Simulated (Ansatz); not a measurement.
Wires are cut from relaxed bulk GaP (F-43m, 20.85 Å³/atom, gap on the mesh 1.58 eV); atoms and period are relaxed, and energies count from that bulk. Caps count from half an H2 molecule.

Theory: DFT PBE, scalar-relativistic, plane waves, PAW in Ansatz 0.2.0.

Cutoff 420 eV, Gaussian smearing of 0.05 eV, energies at zero smearing, symmetry of each start kept, no spin polarisation.

| start | atoms | k mesh | excess energy (eV per host atom) | line energy (eV/Å) | period (Å) | gap on the mesh (eV) | highest filled level or Fermi level under vacuum (eV) |
| --- | --- | --- | --- | --- | --- | --- | --- |
| [110] wire, 4 host atoms a period with H caps | 10 | 1×1×9 | 0.372 | 0.375 | 3.965 | 2.83 | 5.60 |
| [110] wire, 6 host atoms a period with H caps | 14 | 1×1×9 | 0.356 | 0.538 | 3.971 | 2.68 | 5.88 |
| [110] wire, 10 host atoms a period with H caps | 20 | 1×1×9 | 0.312 | 0.772 | 4.048 | 0.72 | 3.96 |

An odd mesh misses points on the zone edge, so a gap read on it can be too wide.

Each run keeps its start's symmetry and one magnetic start, so lower states can exist.

Cost: 3 runs of about 18 core-minutes in all, on Arm Neoverse V2 (shared hosts).